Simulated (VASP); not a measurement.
# BAs (F-43m) in VASP: band structure with HF

Aim: the band structure of BAs with HF.

Everything below comes from runs of VASP 6.6.1. Logs are shortened: lines on timing, memory, paths and dates and some standing lists are left out, and cuts for length are marked.

## (1) The structure

It takes space group F-43m (No. 216, cubic). Conventional cell: a = 4.816 Å, b = 4.816 Å, c = 4.816 Å, α = 90.00°, β = 90.00°, γ = 90.00°. B (site symmetry -43m) is surrounded by 4 As at 2.09 Å. As (site symmetry -43m) is surrounded by 4 B at 2.09 Å.

## (2) Band structure, HF

POSCAR

```
BAs                                     
1.0
    0.0000000000      2.4082305152      2.4082305152
    2.4082305152      0.0000000000      2.4082305152
    2.4082305152      2.4082305152      0.0000000000
  B               As            
     1     1
Direct
     0.0000000000000000    0.0000000000000000    0.0000000000000000
     0.2500000000000000    0.2500000000000000    0.2500000000000000
```

INCAR.step1

```
SYSTEM = BAs
PREC = Accurate
ENCUT = 520
EDIFF = 1E-5
ISMEAR = 0
SIGMA = 0.02
LREAL = .FALSE.
LASPH = .TRUE.
NELM = 60
ALGO = Normal
ISIF = 2
LWAVE = .TRUE.
LCHARG = .FALSE.
KPAR = 4
GGA = PE
```

INCAR.step2

```
SYSTEM = BAs
PREC = Accurate
ENCUT = 520
EDIFF = 1E-7
ISMEAR = 0
SIGMA = 0.02
LREAL = .FALSE.
LASPH = .TRUE.
NELM = 60
ALGO = Normal
ISIF = 2
LWAVE = .FALSE.
LCHARG = .FALSE.
GGA = PE
LHFCALC = .TRUE.
AEXX = 1.0
ALDAC = 0.0
AGGAC = 0.0
PRECFOCK = Fast
HFRCUT = -1
KPAR = 4
ISTART = 1
```

KPOINTS

```
regular mesh
0
G
  6 6 6
  0 0 0
```

KPOINTS_OPT

```
path GXWKGLUWLK,UX
8
line-mode
reciprocal
 0.0000000000  0.0000000000  0.0000000000  G
 0.5000000000  0.0000000000  0.5000000000  X

 0.5000000000  0.0000000000  0.5000000000  X
 0.5000000000  0.2500000000  0.7500000000  W

 0.5000000000  0.2500000000  0.7500000000  W
 0.3750000000  0.3750000000  0.7500000000  K

 0.3750000000  0.3750000000  0.7500000000  K
 0.0000000000  0.0000000000  0.0000000000  G

 0.0000000000  0.0000000000  0.0000000000  G
 0.5000000000  0.5000000000  0.5000000000  L

 0.5000000000  0.5000000000  0.5000000000  L
 0.6250000000  0.2500000000  0.6250000000  U

 0.6250000000  0.2500000000  0.6250000000  U
 0.5000000000  0.2500000000  0.7500000000  W

 0.5000000000  0.2500000000  0.7500000000  W
 0.5000000000  0.5000000000  0.5000000000  L

 0.5000000000  0.5000000000  0.5000000000  L
 0.3750000000  0.3750000000  0.7500000000  K

 0.6250000000  0.2500000000  0.6250000000  U
 0.5000000000  0.0000000000  0.5000000000  X
```

Potentials or basis: VASP PAW PBE potentials, release 64 (B, As).

Run with:

```
> cat potpaw_PBE.64/B/POTCAR potpaw_PBE.64/As/POTCAR > POTCAR
> cp INCAR.step1 INCAR
> mpirun -np 4 vasp_std > vasp.out
> cp INCAR.step2 INCAR
> mpirun -np 4 vasp_std > vasp.out
```

OUTCAR:

```text
SYSTEM = BAs
   PREC = Accurate
   ENCUT = 520
   EDIFF = 1E-7
   ISMEAR = 0
   LREAL = .FALSE.
   LASPH = .TRUE.
   NELM = 60
   ISIF = 2
   GGA = PE
   LHFCALC = .TRUE.
   AEXX = 1.0
   PRECFOCK = Fast
   ISTART = 1

 ion  position               nearest neighbor table
   1  0.000  0.000  0.000-   2 2.09   2 2.09   2 2.09   2 2.09
   2  0.250  0.250  0.250-   1 2.09   1 2.09   1 2.09   1 2.09

  LATTYP: Found a face centered cubic cell.
 ALAT       =     4.8164610304

  Lattice vectors:

 A1 = (   0.0000000000,   2.4082305152,   2.4082305152)
 A2 = (   2.4082305152,   0.0000000000,   2.4082305152)
 A3 = (   2.4082305152,   2.4082305152,   0.0000000000)

Analysis of symmetry for initial positions (statically):
=====================================================================
 Subroutine PRICEL returns:
 Original cell was already a primitive cell.

 Routine SETGRP: Setting up the symmetry group for a
 face centered cubic supercell.

 Subroutine GETGRP returns: Found 24 space group operations
 (whereof 24 operations were pure point group operations)
 out of a pool of 48 trial point group operations.

The static configuration has the point symmetry T_d .

Analysis of symmetry for dynamics (positions and initial velocities):
=====================================================================
 Subroutine PRICEL returns:
 Original cell was already a primitive cell.

 Routine SETGRP: Setting up the symmetry group for a
 face centered cubic supercell.

 Subroutine GETGRP returns: Found 24 space group operations
 (whereof 24 operations were pure point group operations)
 out of a pool of 48 trial point group operations.

The dynamic configuration has the point symmetry T_d .

 Subroutine INISYM returns: Found 24 space group operations
 (whereof 24 operations are pure point group operations),
 and found     1 'primitive' translations

----------------------------------------------------------------------------------------

                                     Primitive cell

  volume of cell :      27.9334

  direct lattice vectors                    reciprocal lattice vectors
     0.000000000  2.408230515  2.408230515    -0.207621321  0.207621321  0.207621321
     2.408230515  0.000000000  2.408230515     0.207621321 -0.207621321  0.207621321
     2.408230515  2.408230515  0.000000000     0.207621321  0.207621321 -0.207621321

  length of vectors
     3.405752256  3.405752256  3.405752256     0.359610676  0.359610676  0.359610676

  position of ions in fractional coordinates (direct lattice)
     0.000000000  0.000000000  0.000000000
     0.250000000  0.250000000  0.250000000

  ion indices of the primitive-cell ions
   primitive index   ion index
                 1           1
                 2           2

----------------------------------------------------------------------------------------

 KPOINTS: regular mesh

Automatic generation of k-mesh.
 Grid dimensions read from file:
 generate k-points for:    6    6    6

 Generating k-lattice:

  Cartesian coordinates                     Fractional coordinates (reciprocal lattice)
    -0.034603553  0.034603553  0.034603553     0.166666667  0.000000000  0.000000000
     0.034603553 -0.034603553  0.034603553     0.000000000  0.166666667  0.000000000
     0.034603553  0.034603553 -0.034603553     0.000000000  0.000000000  0.166666667

  Length of vectors
     0.059935113  0.059935113  0.059935113

  Shift w.r.t. Gamma in fractional coordinates (k-lattice)
     0.000000000  0.000000000  0.000000000

 Subroutine IBZKPT returns following result:
 ===========================================

 Found     16 irreducible k-points:

 Following reciprocal coordinates:
            Coordinates               Weight
  0.000000  0.000000  0.000000      1.000000
  0.166667  0.000000  0.000000      8.000000
  0.333333  0.000000  0.000000      8.000000
  0.500000  0.000000  0.000000      4.000000
  0.166667  0.166667  0.000000      6.000000
  0.333333  0.166667  0.000000     24.000000
[... 8 lines left out ...]
 -0.333333  0.333333  0.166667     24.000000
 -0.333333  0.500000  0.166667     12.000000
   k-points           NKPTS =     16   k-points in BZ     NKDIM =    216   number of bands    NBANDS=      8
   number of dos      NEDOS =    301   number of ions     NIONS =      2
   total plane-waves  NPLWV =  21952
   dimension x,y,z NGX =    28 NGY =   28 NGZ =   28
   dimension x,y,z NGXF=    56 NGYF=   56 NGZF=   56
   ions per type =               1   1
   NGX,Y,Z   is equivalent  to a cutoff of  13.67, 13.67, 13.67 a.u.
   NGXF,Y,Z  is equivalent  to a cutoff of  27.34, 27.34, 27.34 a.u.
 SYSTEM =  BAs
   PREC   = accura    normal or accurate (medium, high low for compatibility)
   ISTART =      1    job   : 0-new  1-cont  2-samecut
   ICHARG =      0    charge: 1-file 2-atom 10-const
   ISPIN  =      1    spin polarized calculation?
   LNONCOLLINEAR =      F non collinear calculations
   LSORBIT =      F    spin-orbit coupling
   LASPH  =      T    aspherical Exc in radial PAW
   ENCUT  =  520.0 eV  38.22 Ry    6.18 a.u.   6.33  6.33  6.33*2*pi/ulx,y,z
   NELM   =     60;   NELMIN=  2; NELMDL=  0     # of ELM steps
   EDIFF  = 0.1E-06   stopping-criterion for ELM
   LREAL  =      F    real-space projection
   EDIFFG = 0.1E-05   stopping-criterion for IOM
   NSW    =      0    number of steps for IOM
   IBRION =     -1    ionic relax: 0-MD 1-quasi-New 2-CG
   NFREE  =      0    steps in history (QN), initial steepest desc. (CG)
   ISIF   =      2    stress and relaxation
   ISYM   =      3    0-nonsym 1-usesym 2-fastsym
   POTIM  = 0.5000    time-step for ionic-motion
   TEBEG  =    0.0;   TEEND  =   0.0 temperature during run
   PSTRESS=    0.0 pullay stress
   NELECT =       8.0000    total number of electrons
   NUPDOWN=      -1.0000    fix difference up-down
   EMIN   =  10.00;   EMAX   =-10.00  energy-range for DOS
   EFERMI =   0.00;   METHOD = LEGACY
   ISMEAR =     0;   SIGMA  =   0.02  broadening in eV -4-tet -1-fermi 0-gaus
   EFERMI_NEDOS =   21; number of points for ismear=-14 and -15
   IALGO  =     38    algorithm
   IMIX   =      1    mixing-type and parameters
     AMIX     =   0.40;   BMIX     =  1.00
     AMIX_MAG =   1.60;   BMIX_MAG =  1.00
  volume/ion in A,a.u.               =      13.97        94.25
  Fermi-wavevector in a.u.,A,eV,Ry     =   1.079104  2.039212 15.843524  1.164466
  Thomas-Fermi vector in A             =   2.215061
   LORBIT       =      0    0 simple, 1 ext, 2 COOP (PROOUT), +10 PAW based schemes
   GGA     = PE    functional components
   LHFCALC =     T    Hartree Fock is set to
   PRECFOCK=fast      Normal, Fast or Accurate (Low or Medium for compatibility)
   ENCUT4O =  -1.0   cutoff for four orbital integrals eV
   NKREDX  =     1    reduce k-point grid by
   NKREDY  =     1    reduce k-point grid by
   NKREDZ  =     1    reduce k-point grid by
   AEXX    =    1.0000 exact exchange contribution
   HFSCREEN=    0.0000 screening length (either q_TF or 0.3 A-1)
   HFSCREENC=   0.0000 screening length for correlation (either q_TF or 0.3 A-1)
   ENCUTFOCK=  -1.0 apply spherical cutoff to Coloumb kernel
   IVDW    =     0    specifies the selected vdW correction
   LEPSILON=     F    determine dielectric tensor
   LRPA    =     F    only Hartree local field effects (RPA)
 non-spin polarized calculation
 Gauss-broadening in eV      SIGMA  =   0.02
  energy-cutoff  :      520.00
  volume of cell :       27.93
 maximum number of plane-waves:       769
 NGX is ok and might be reduce to    28
  NGX = 16; NGY = 16; NGZ = 16

 number of electron       8.0000000 magnetization

 Free energy of the ion-electron system (eV)
  ---------------------------------------------------
  ext. energy  EPLUGINS =         0.00000000
  ---------------------------------------------------
  free energy    TOTEN  =       -19.83269413 eV

  energy without entropy =      -19.83269413  energy(sigma->0) =      -19.83269413

 E-fermi :   4.0450     XC(G=0):   0.0000

 val. band max:        3.9077668190   @ k =   0.0000   0.0000   0.0000
 cond. band min:      11.4490787753   @ k =   0.3333   0.3333   0.0000
 fundamental gap:      7.5413119563
 Fermi energy:         4.0450424722

 k-point     1 :       0.0000    0.0000    0.0000
  band No.  band energies     occupation
      1     -17.2982      2.00000
      2       3.9078      2.00000
      3       3.9078      2.00000
      4       3.9078      2.00000
      5      13.9595      0.00000
      6      13.9595      0.00000
      7      13.9595      0.00000
      8      16.5226      0.00000

 k-point     2 :       0.1667    0.0000    0.0000
  band No.  band energies     occupation
      1     -16.6733      2.00000
      2       0.1734      2.00000
      3       3.1052      2.00000
      4       3.1052      2.00000
      5      14.1164      0.00000
      6      15.0576      0.00000
      7      15.0576      0.00000
      8      18.6183      0.00000

 k-point     3 :       0.3333    0.0000    0.0000
  band No.  band energies     occupation
      1     -14.9371      2.00000
      2      -5.1979      2.00000
      3       1.9705      2.00000
      4       1.9705      2.00000
      5      13.6227      0.00000
      6      15.8978      0.00000
      7      15.8978      0.00000
      8      20.9493      0.00000
[... 122 lines left out ...]
 k-point    15 :      -0.3333    0.3333    0.1667
  band No.  band energies     occupation
      1     -11.9349      2.00000
      2      -7.3461      2.00000
      3      -3.0971      2.00000
      4      -0.9798      2.00000
      5      15.2551      0.00000
      6      16.3447      0.00000
      7      19.7256      0.00000
      8      20.7702      0.00000

 k-point    16 :      -0.3333    0.5000    0.1667
  band No.  band energies     occupation
      1     -11.1682      2.00000
      2      -7.7821      2.00000
      3      -2.6831      2.00000
      4      -2.4299      2.00000
      5      14.4509      0.00000
      6      14.8857      0.00000
      7      20.8250      0.00000
      8      21.1138      0.00000

------------------------ aborting loop because EDIFF is reached ----------------------------------------

  FORCE on cell =-STRESS in cart. coord.  units (eV):
  Direction    XX          YY          ZZ          XY          YZ          ZX
  --------------------------------------------------------------------------------------
  -------------------------------------------------------------------------------------
  Total       -0.2725638     -0.2725638     -0.2725638      0.0000000     -0.0000000      0.0000000
  in kB      -15.6334429    -15.6334429    -15.6334429      0.0000000     -0.0000000      0.0000000
  external PRESSURE =     -15.6334429 kB  Pullay stress =       0.0000000 kB

 VOLUME and BASIS-vectors are now :
 -----------------------------------------------------------------------------
  energy-cutoff  :      520.00
  volume of cell :       27.93
      direct lattice vectors                 reciprocal lattice vectors
     0.000000000  2.408230515  2.408230515    -0.207621321  0.207621321  0.207621321
     2.408230515  0.000000000  2.408230515     0.207621321 -0.207621321  0.207621321
     2.408230515  2.408230515  0.000000000     0.207621321  0.207621321 -0.207621321

 POSITION                                       TOTAL-FORCE (eV/Angst)
 -----------------------------------------------------------------------------------
      0.00000      0.00000      0.00000         0.000000      0.000000     -0.000000
      1.20412      1.20412      1.20412        -0.000000     -0.000000      0.000000
 -----------------------------------------------------------------------------------
    total drift:                               -0.000000     -0.000000     -0.000000

  FREE ENERGIE OF THE ION-ELECTRON SYSTEM (eV)
  ---------------------------------------------------
  free  energy   TOTEN  =       -19.8326941337 eV

  energy  without entropy=      -19.8326941337  energy(sigma->0) =      -19.83269413
```

It took 4.9 min on 4 MPI ranks of AMD EPYC 7R13 (Zen 3), shared host; peak memory 0.16 GiB.

Results:

- Free energy: -19.8327 eV
- Pressure: -1.6 GPa
- Band gap on the k mesh: 7.54 eV, indirect (least direct gap 10.05 eV)
- Band gap along the path: 7.45 eV, indirect (least direct gap 10.05 eV)

Levels at the corners of the path, in eV from the valence-band top:
```csv
point,band 1,band 2,band 3,band 4,band 5,band 6,band 7,band 8
Γ,-21.21,0.00,0.00,0.00,10.05,10.05,10.05,12.61
X,-15.23,-12.06,-5.36,-5.36,7.66,7.88,20.79,20.81
X,-15.23,-12.06,-5.36,-5.36,7.66,7.88,20.79,20.81
W,-15.01,-11.53,-7.01,-6.66,12.41,13.78,14.15,14.85
W,-15.01,-11.53,-7.01,-6.66,12.41,13.78,14.15,14.85
K,-15.34,-11.55,-7.64,-4.55,8.52,12.95,18.18,18.81
K,-15.34,-11.55,-7.64,-4.55,8.52,12.95,18.20,18.67
Γ,-21.21,0.00,0.00,0.00,10.05,10.05,10.05,12.61
Γ,-21.21,0.00,0.00,0.00,10.05,10.05,10.05,12.61
L,-17.23,-12.00,-2.39,-2.39,9.50,11.88,11.88,16.95
L,-17.23,-12.00,-2.39,-2.39,9.50,11.88,11.88,16.95
U,-15.34,-11.55,-7.64,-4.55,8.52,12.95,18.06,18.68
U,-15.34,-11.55,-7.64,-4.55,8.52,12.95,17.92,18.64
W,-15.01,-11.53,-7.01,-6.66,12.41,13.78,14.15,14.85
W,-15.01,-11.53,-7.01,-6.66,12.41,13.78,14.15,14.85
L,-17.23,-12.00,-2.39,-2.39,9.50,11.88,11.88,16.95
L,-17.23,-12.00,-2.39,-2.39,9.50,11.88,11.88,16.95
K,-15.34,-11.55,-7.64,-4.55,8.52,12.95,17.91,18.61
U,-15.34,-11.55,-7.64,-4.55,8.52,12.95,17.90,18.61
X,-15.23,-12.06,-5.36,-5.36,7.66,7.88,20.79,21.24
```

Caveat: the PAW data sets were made with another functional, which shifts forces and pressure a little; the mesh misses the band edges, which the band path finds closer together.
